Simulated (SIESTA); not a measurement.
Crystal: Sb.

```
Sb
1.0
    -1.87134    1.87134    1.87134
     1.87134   -1.87134    1.87134
     1.87134    1.87134   -1.87134
Sb
1
Direct
  0.00000 0.00000 0.00000
```

This isn't the form of Sb at room conditions, which is rhombohedral.

```yaml
Program: SIESTA 5.4.2
Task: single point
Functional: PBEsol
Potentials_or_basis: PseudoDojo 0.4 standard (PBEsol files)
Basis: DZP (energy shift 0.003 Ry; two zetas on semicore shells)
Grid_cutoff: 500 Ry
Energy_shift: 0.003 Ry
k_mesh: 10 × 10 × 10
Occupations: fermi-dirac, width 0.05 eV
Spin: no spin polarisation
```

On this cell: pressure 1.8 GPa; band gap on the k mesh none (metal or under the smearing width).

The same run follows on a disturbed copy (cell strained at random at fixed volume):

```
Sb
1.0
    -1.91168    1.89860    1.91097
     1.86645   -1.92422    1.89137
     1.82583    1.83838   -1.93660
Sb
1
Direct
  0.00668 0.00212 0.01774
```

Task: What does the disturbed cell give?

Result: The energy (extrapolated to zero smearing) moves by +5.1 meV/atom; pressure 1.6 GPa; band gap on the k mesh none (metal or under the smearing width).

Stress tensor (GPa, compression positive):
```
1.47 1.23 0.80
1.23 1.65 0.96
0.80 0.96 1.81
```

Caveats: the basis of atomic orbitals isn't converged, which shifts pressures, moduli and gaps.
